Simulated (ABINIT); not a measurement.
# TiSi2 (Immm) in ABINIT: single point with LDA

Aim: the single point of TiSi2 with LDA.

All numbers are computed with ABINIT 10.8.3 (patched build); they aren't measurements. Logs are shortened: lines on timing, memory, paths and dates and some standing lists are left out, and cuts for length are marked. The log counts tension as positive stress, the text compression.

## (1) The crystal as given

It takes space group Immm (No. 71, orthorhombic). Conventional cell: a = 2.946 Å, b = 3.424 Å, c = 8.424 Å, α = 90.00°, β = 90.00°, γ = 90.00°. Ti (site symmetry mmm) is surrounded by 10 Si at 2.67 to 2.78 Å and 2 Ti at 2.95 Å. Around Si (site symmetry mm2) lie 7 Si at 2.63 to 2.95 Å and 5 Ti at 2.67 to 2.78 Å.

The cell comes from a database or a generator and needn't be the stable form of this composition.

## (2) Single point, LDA

run.abi

```
# Pseudopotentials
pp_dirpath "./"
pseudos "Ti.upf, Si.upf"

# Structure
acell 3*1.0
rprim
    -2.7833246966     3.2354567898     7.9596832842
     2.7833246966    -3.2354567898     7.9596832842
     2.7833246966     3.2354567898    -7.9596832842
ntypat 2
znucl 22 14
natom 3
typat 1 2 2
xcart
     0.0000000000     0.0000000000     0.0000000000
     0.0000000000     0.0000000000    10.6672173114
     0.0000000000     0.0000000000     5.2521492570
chkprim 0
chksymtnons 0
tolsym 1.0e-6

# Plane-wave basis
ecut 952.398519 eV

# k points
kptopt 1
ngkpt 9 9 9
nshiftk 1
shiftk 0.0 0.0 0.0

# Exchange and correlation
ixc 7

# Bands and occupations
nband 14
occopt 3
tsmear 0.05 eV

# SCF cycle
nstep 100
tolvrs 1.0e-10

# Output
iomode 3
prtwf 0
prteig 0
prtebands 0
prtden 1
prtvha 1
prtvclmb 1
prtpot 1
prtelf 1
```

Potentials or basis: PseudoDojo NC SR LDA v0.4.1 standard.

Launch:

```sh
$ mpirun --bind-to none -np 4 abinit run.abi > log 2>&1
```

run.abo:

```text
.Version 10.8.3 of ABINIT
 Symmetries : space group Im m m (# 71); Bravais oI (body-center ortho.)
================================================================================
 Values of the parameters that define the memory need of the present run
     intxc =       0    ionmov =       0      iscf =       7    lmnmax =       6
     lnmax =       6     mgfft =      50  mpssoang =       3    mqgrid =    3001
     natom =       3  nloc_mem =       1    nspden =       1   nspinor =       1
    nsppol =       1      nsym =       8    n1xccc =    2501    ntypat =       2
    occopt =       3   xclevel =       1
       mpw =        2874          nfft =      125000          nkpt =         125
================================================================================
================================================================================

--------------------------------------------------------------------------------
------------- Echo of variables that govern the present computation ------------
--------------------------------------------------------------------------------
 -outvars: echo values of preprocessed input variables --------
            acell      1.0000000000E+00  1.0000000000E+00  1.0000000000E+00 Bohr
              amu      4.78800000E+01  2.80855000E+01
          chkprim           0
      chksymtnons           0
             ecut      3.50000000E+01 Hartree
                       outvar_i_n : Printing only first  50 k-points.
              ixc           7
                       outvar_i_n : Printing only first  50 k-points.
         kptrlatt        9    0    0      0    9    0      0    0    9
          kptrlen      5.00998445E+01
            natom           3
            nband          14
            ngfft          50      50      50
             nkpt         125
            nstep         100
             nsym           8
           ntypat           2
                       prtocc : prtvol=0, do not print more k-points.
           occopt           3
        prtebands           0
           prteig           0
           prtelf           1
           prtpot           1
         prtvclmb           1
           prtvha           1
            prtwf           0
            rprim     -2.7833246966E+00  3.2354567898E+00  7.9596832842E+00
                       2.7833246966E+00 -3.2354567898E+00  7.9596832842E+00
                       2.7833246966E+00  3.2354567898E+00 -7.9596832842E+00
          spgroup          71
           tolsym      1.00000000E-06
           tolvrs      1.00000000E-10
           tsmear      1.83746611E-03 Hartree
            typat      1  2  2
                       outvars : Printing only first  50 k-points.
           xangst      0.0000000000E+00  0.0000000000E+00  0.0000000000E+00
                       2.3058026301E-17 -2.8970324755E-17  5.6448483011E+00
                      -1.7456885763E-17  3.9770916846E-17  2.7793176932E+00
            xcart      0.0000000000E+00  0.0000000000E+00  0.0000000000E+00
                       4.3573354714E-17 -5.4745979566E-17  1.0667217311E+01
                      -3.2988733104E-17  7.5156140616E-17  5.2521492570E+00
             xred      0.0000000000E+00  0.0000000000E+00  0.0000000000E+00
                       6.7007800000E-01  6.7007800000E-01  1.3016697309E-17
                       3.2992200000E-01  3.2992200000E-01  6.4089476295E-18
            znucl       22.00000   14.00000

================================================================================

 chkinp: Checking input parameters for consistency.

================================================================================
== DATASET  1 ==================================================================

--- !DatasetInfo
iteration_state: {dtset: 1, }
dimensions: {natom: 3, nkpt: 125, mband: 14, nsppol: 1, nspinor: 1, nspden: 1, mpw: 2874, }
cutoff_energies: {ecut:  35.0, pawecutdg:  -1.0, }
electrons: {nelect:   2.00000000E+01, charge:   0.00000000E+00, occopt:   3.00000000E+00, tsmear:   1.83746611E-03, }
meta: {optdriver: 0, ionmov: 0, optcell: 0, iscf: 7, paral_kgb: 0, }
...

 Exchange-correlation functional for the present dataset will be:
  LDA: Perdew-Wang 92 LSD fit to Ceperley-Alder data - ixc=7
  J.P.Perdew and Y.Wang, PRB 45, 13244 (1992)

 Real(R)+Recip(G) space primitive vectors, cartesian coordinates (Bohr,Bohr^-1):
 R(1)= -2.7833247  3.2354568  7.9596833  G(1)=  0.0000000  0.1545377  0.0628166
 R(2)=  2.7833247 -3.2354568  7.9596833  G(2)=  0.1796413  0.0000000  0.0628166
 R(3)=  2.7833247  3.2354568 -7.9596833  G(3)=  0.1796413  0.1545377  0.0000000
 Unit cell volume ucvol=  2.8671820E+02 bohr^3
 Angles (23,13,12)=  1.44101702E+02  1.38016520E+02  5.63996395E+01 degrees
[... 48 lines left out ...]
 Electron Localization Function (ELF) [min:0;max:1]
)     Maximum=    8.5775E-01  at reduced coord.    0.0000    0.8200    0.8200
)     Minimum=    3.0068E-06  at reduced coord.    0.3400    0.3200    0.0000
   Integrated=    1.3074E+02

--------------------------------------------------------------------------------
 End of ELF section

 Cartesian components of stress tensor (hartree/bohr^3)
  sigma(1 1)=  2.25065994E-04  sigma(3 2)=  0.00000000E+00
  sigma(2 2)=  2.31532857E-04  sigma(3 1)=  0.00000000E+00
  sigma(3 3)=  2.73101888E-04  sigma(2 1)=  0.00000000E+00

--- !ResultsGS
iteration_state: {dtset: 1, }
comment   : Summary of ground state results
lattice_vectors:
- [ -2.7833247,   3.2354568,   7.9596833, ]
- [  2.7833247,  -3.2354568,   7.9596833, ]
- [  2.7833247,   3.2354568,  -7.9596833, ]
lattice_lengths: [   9.03170,    9.03170,    9.03170, ]
lattice_angles: [144.102, 138.017,  56.400, ] # degrees, (23, 13, 12)
lattice_volume:   2.8671820E+02
convergence: {deltae: -6.679E-13, res2:  1.136E-11, residm:  1.140E-03, diffor: null, }
etotal    :  -6.79235455E+01
entropy   :   0.00000000E+00
fermie    :   3.49043599E-01
cartesian_stress_tensor: # hartree/bohr^3
- [  2.25065994E-04,   0.00000000E+00,   0.00000000E+00, ]
- [  0.00000000E+00,   2.31532857E-04,   0.00000000E+00, ]
- [  0.00000000E+00,   0.00000000E+00,   2.73101888E-04, ]
pressure_GPa:  -7.1562E+00
xred      :
- [  0.0000E+00,   0.0000E+00,   0.0000E+00, Ti]
- [  6.7008E-01,   6.7008E-01,   1.3017E-17, Si]
- [  3.2992E-01,   3.2992E-01,   6.4089E-18, Si]
cartesian_forces: # hartree/bohr
- [  8.13686202E-20,  -4.67840679E-19,  -0.00000000E+00, ]
- [ -1.00147997E-19,   1.33313354E-19,  -2.07381771E-03, ]
- [  1.87793772E-20,   3.34527325E-19,   2.07381771E-03, ]
force_length_stats: {min:   4.74863931E-19, max:   2.07381771E-03, mean:   1.38254514E-03, }
...

 Integrated electronic density in atomic spheres:
 ------------------------------------------------
 Atom  Sphere_radius  Integrated_density
    1        2.00000          9.59178068
    2        2.00000          1.74539150
    3        2.00000          1.74539150
================================================================================

 ----iterations are completed or convergence reached----

 Mean square residual over all n,k,spin=   46.220E-07; max=  11.404E-04
 reduced coordinates (array xred) for    3 atoms
       0.000000000000      0.000000000000      0.000000000000
       0.670077999999      0.670077999999      0.000000000000
       0.329922000001      0.329922000001      0.000000000000
 rms dE/dt=  1.3478E-02; max dE/dt=  1.6507E-02; dE/dt below (all hartree)
    1       0.000000000000      0.000000000000      0.000000000000
    2       0.016506932163      0.016506932163     -0.016506932163
    3      -0.016506932163     -0.016506932163      0.016506932163

 cartesian coordinates (angstrom) at end:
    1      0.00000000000000     0.00000000000000     0.00000000000000
    2      0.00000000000000    -0.00000000000000     5.64484830111332
    3     -0.00000000000000     0.00000000000000     2.77931769318000

 cartesian forces (hartree/bohr) at end:
    1      0.00000000000000    -0.00000000000000    -0.00000000000000
    2     -0.00000000000000     0.00000000000000    -0.00207381771032
    3      0.00000000000000     0.00000000000000     0.00207381771032
 frms,max,avg= 9.7760704E-04 2.0738177E-03   0.000E+00  0.000E+00  0.000E+00 h/b

 cartesian forces (eV/Angstrom) at end:
    1      0.00000000000000    -0.00000000000000    -0.00000000000000
    2     -0.00000000000000     0.00000000000000    -0.10663999430613
    3      0.00000000000000     0.00000000000000     0.10663999430613
 frms,max,avg= 5.0270575E-02 1.0663999E-01   0.000E+00  0.000E+00  0.000E+00 e/A
 length scales=  1.000000000000  1.000000000000  1.000000000000 bohr
              =  0.529177210544  0.529177210544  0.529177210544 angstroms
 Fermi (or HOMO) energy (hartree) =   0.34904   Average Vxc (hartree)=  -0.43145
 Eigenvalues (hartree) for nkpt= 125  k points:
 kpt#   1, nband= 14, wtk=  0.00137, kpt=  0.0000  0.0000  0.0000 (reduced coord)
  -1.69701   -0.83890   -0.83794   -0.82884   -0.11037    0.17644    0.19745    0.27056
   0.32618    0.37606    0.42496    0.43634    0.46504    0.48764
      occupation numbers for kpt#   1
   2.00000    2.00000    2.00000    2.00000    2.00000    2.00000    2.00000    2.00000
   1.99999    0.00000    0.00000    0.00000    0.00000    0.00000
 prteigrs : prtvol=0 or 1, do not print more k-points.

--- !EnergyTerms
iteration_state     : {dtset: 1, }
comment             : Components of total free energy in Hartree
kinetic             :  2.67909543636488E+01
hartree             :  1.62914989286591E+01
xc                  : -1.18614356167441E+01
Ewald energy        : -4.87753052874704E+01
psp_core            :  1.96595204613553E+00
local_psp           : -5.38916006006917E+01
non_local_psp       :  1.55677539587640E+00
internal            : -6.79231607705863E+01
'-kT*entropy'       : -3.84707661529392E-04
total_energy        : -6.79235454782478E+01
total_energy_eV     : -1.84829383120506E+03
band_energy         : -6.06009539216970E+00
...

 Cartesian components of stress tensor (hartree/bohr^3)
  sigma(1 1)=  2.25065994E-04  sigma(3 2)=  0.00000000E+00
  sigma(2 2)=  2.31532857E-04  sigma(3 1)=  0.00000000E+00
  sigma(3 3)=  2.73101888E-04  sigma(2 1)=  0.00000000E+00

-Cartesian components of stress tensor (GPa)         [Pressure= -7.1562E+00 GPa]
- sigma(1 1)=  6.62167017E+00  sigma(3 2)=  0.00000000E+00
- sigma(2 2)=  6.81193184E+00  sigma(3 1)=  0.00000000E+00
- sigma(3 3)=  8.03493496E+00  sigma(2 1)=  0.00000000E+00

== END DATASET(S) ==============================================================
================================================================================

 -outvars: echo values of variables after computation  --------
            acell      1.0000000000E+00  1.0000000000E+00  1.0000000000E+00 Bohr
           etotal     -6.7923545478E+01
            fcart      8.1368620183E-20 -4.6784067860E-19 -0.0000000000E+00
                      -1.0014799735E-19  1.3331335398E-19 -2.0738177103E-03
                       1.8779377167E-20  3.3452732462E-19  2.0738177103E-03
            rprim     -2.7833246966E+00  3.2354567898E+00  7.9596832842E+00
                       2.7833246966E+00 -3.2354567898E+00  7.9596832842E+00
                       2.7833246966E+00  3.2354567898E+00 -7.9596832842E+00
           strten      2.2506599441E-04  2.3153285715E-04  2.7310188848E-04
                       0.0000000000E+00  0.0000000000E+00  0.0000000000E+00
           xangst      0.0000000000E+00  0.0000000000E+00  0.0000000000E+00
                       2.3058026301E-17 -2.8970324755E-17  5.6448483011E+00
                      -1.7456885763E-17  3.9770916846E-17  2.7793176932E+00
             xred      0.0000000000E+00  0.0000000000E+00  0.0000000000E+00
                       6.7007800000E-01  6.7007800000E-01  1.3016697309E-17
                       3.2992200000E-01  3.2992200000E-01  6.4089476295E-18
 Calculation completed.
```

Wall time 54 s (4 MPI ranks of AMD EPYC 9R45 (Zen 5), shared host); peak memory 0.4 GiB.

Results:

```
Free energy                                           : -1848.2938 eV
Largest force                                         : 0.107 eV/Å
Band gap on the k mesh                                : none (metal or under the smearing width)
Valence electrons inside the program's atomic spheres : Ti 9.59; Si 1.75
```

Forces in eV/Å, atoms in the order of the input:
```
Ti   0.000  0.000  0.000
Si   0.000  0.000 -0.107
Si   0.000  0.000  0.107
```

Levels at points of the mesh, in eV from the Fermi level:
| k point | band 7 | band 8 | band 9 | band 10 | band 11 | band 12 | band 13 | band 14 |
| --- | --- | --- | --- | --- | --- | --- | --- | --- |
| (0.00, 0.00, 0.00) | -4.12 | -2.14 | -0.62 | 0.74 | 2.07 | 2.38 | 3.16 | 3.77 |

Caveat: the cutoff is too short for stress, so the log's stress isn't used.
